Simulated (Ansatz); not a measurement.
# ZnF2: the cost of one run

All numbers are computed with the Python package of Ansatz 0.2.0. Level of theory: DFT LDA+U, plane waves, PAW.

## 1. The system

Symmetry: P4_2/mnm, No. 136, tetragonal system. The conventional cell has a = 4.705 Å, b = 4.705 Å, c = 3.134 Å, α = 90.00°, β = 90.00°, γ = 90.00°. Around Zn (site symmetry mmm) lie 6 F at 2.01 to 2.05 Å. F (site symmetry m2m) is surrounded by 3 Zn at 2.01 to 2.05 Å.

The script holds or builds the structure itself.

## 2. The script

Input file plus_u.py:

```python
"""How the states of ZnF2 follow the Hubbard U."""

from dataclasses import dataclass
import warnings

import ansatz as az
import numpy as np


@dataclass
class Options:
    xc: str = "lda"
    sigma: float = 0.05
    kmesh: tuple[int, ...] = (4, 4, 5)


cfg = Options()


def count_gap(report):
    # lowest empty less highest filled band, counting bands; zero where they overlap
    return max(report.get("gap_by_band_count_ev") or 0.0, 0.0)


def main() -> None:
    warnings.simplefilter("ignore", az.DeckWarning)

    cell = (
        az.Lattice.from_parameters(4.7048, 4.7048, 3.1338, alpha=90, beta=90, gamma=90)
        .space_group(136, hermann_mauguin="P42/mnm")
        .atom("Zn", [0.0, 0.0, 0.0])
        .atom("F", [0.3024, 0.3024, 0.0])
    )

    model = (
        cell.calculation()
        .functional(cfg.xc)
        .occupations(az.OccupationsMethod.FERMI_DIRAC, width=cfg.sigma)
        .kpoints(*cfg.kmesh)
        .band_table()
    )
    rows = []
    for u in [0.0, 2.0, 4.0, 6.0]:
        data = model.hubbard("Zn", "d", u_eff=u).run(threads=1, backend="cpu").report
        shell = data["hubbard"]["n_scf"]
        rows.append((u, count_gap(data), sum(shell) / len(shell), data["n_iterations"]))
    for row in rows:
        print("; ".join(f"{name} = {round(v, 4) if isinstance(v, float) else v}" for name, v in zip(["U_eff eV", "gap by band count eV", "Zn d occupation (projector)", "iterations"], row)))


if __name__ == "__main__":
    main()
```

## 3. The input behind the calls

The package turns the script's settings into the engine's input (first run):

```yaml
crystal:
  lattice:
    a: 4.7048
    b: 4.7048
    c: 3.1338
    alpha: 90.0
    beta: 90.0
    gamma: 90.0
  space_group: 136
  setting:
    hermann_mauguin: P42/mnm
  atoms:
    - { symbol: Zn, position: [0.0, 0.0, 0.0] }
    - { symbol: F, position: [0.3024, 0.3024, 0.0] }
kpoints:
  mp_grid:
    grid: [4, 4, 5]
hamiltonian:
  xc: lda
  hubbard:
    - { species: Zn, l: d, u_eff: 0.0 }
scf:
  occupations:
    method: fermi_dirac
    width: 0.05
output:
  eigenvalues: true
```

## 4. The run

Launch:

```
python plus_u.py
```

What time and memory should one allow on 1 thread of Arm Neoverse V2, shared host?

About 9.2 s, with a peak of 0.39 GiB.
